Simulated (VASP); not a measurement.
Set up this calculation in VASP 6.6.1, as the native input.

```
Task                   : single point
Functional             : r2SCAN
Potentials or basis    : VASP PAW PBE potentials, release 64 (Yb)
Cutoff                 : 520 eV
k mesh                 : 7 × 7 × 7
Occupations            : methfessel-paxton, width 0.05 eV
Spin                   : no spin polarisation
Dipole correction      : no
Further INCAR settings : ALGO = Normal; EDIFF = 1e-06; NBANDS = 18
```

Crystal: Yb.

```
Yb
1.0
     1.76873    1.76873    1.76873
    -1.76873    1.76873    1.76873
    -1.76873   -1.76873    1.76873
Yb
1
Direct
  0.00000 0.00000 0.00000
```

The cell was built by a generator and needn't be a form met in nature.

One way to write it, as run:

POSCAR

```
Yb
1.0
    1.7687315318      1.7687315318      1.7687315318
   -1.7687315318      1.7687315318      1.7687315318
   -1.7687315318     -1.7687315318      1.7687315318
Yb
1
Direct
    0.0000000000      0.0000000000      0.0000000000
```

INCAR.step1

```
  PREC = Accurate
  ENCUT = 520
  ISMEAR = 1
  SIGMA = 0.05
  LREAL = False
  LASPH = True
  NELM = 100
  NBANDS = 18
  GGA = PE
  ALGO = Normal
  EDIFF = 1E-4
  LWAVE = True
  LCHARG = False
```

INCAR.step2

```
  PREC = Accurate
  ENCUT = 520
  EDIFF = 1E-6
  ISMEAR = 1
  SIGMA = 0.05
  LREAL = False
  LASPH = True
  NELM = 100
  ALGO = Normal
  ISIF = 2
  LWAVE = False
  LCHARG = False
  METAGGA = R2SCAN
  LMIXTAU = True
  NBANDS = 18
  ISTART = 1
```

KPOINTS

```
Automatic mesh
0
Gamma
  7 7 7
```

Potentials or basis: VASP PAW PBE potentials, release 64 (Yb).

Launch:

```bash
$ cat potpaw_PBE.64/Yb/POTCAR > POTCAR
$ cp INCAR.step1 INCAR
$ mpirun -np 1 vasp_std > vasp.out
$ cp INCAR.step2 INCAR
$ mpirun -np 1 vasp_std > vasp.out
```

It gave:

| Item | Value |
| --- | --- |
| Pressure | 20.3 GPa |
| Band gap on the k mesh | none (metal or under the smearing width) |

Caveat: so large a pressure means that the cell lies far from this level's equilibrium, or that cutoff or potentials fall short; the potentials were made for another functional, which shifts forces and pressure.

Wall time 18 s on 1 thread of Intel(R) Xeon(R) 6975P-C (Granite Rapids) (shared host), peak memory 0.15 GiB.
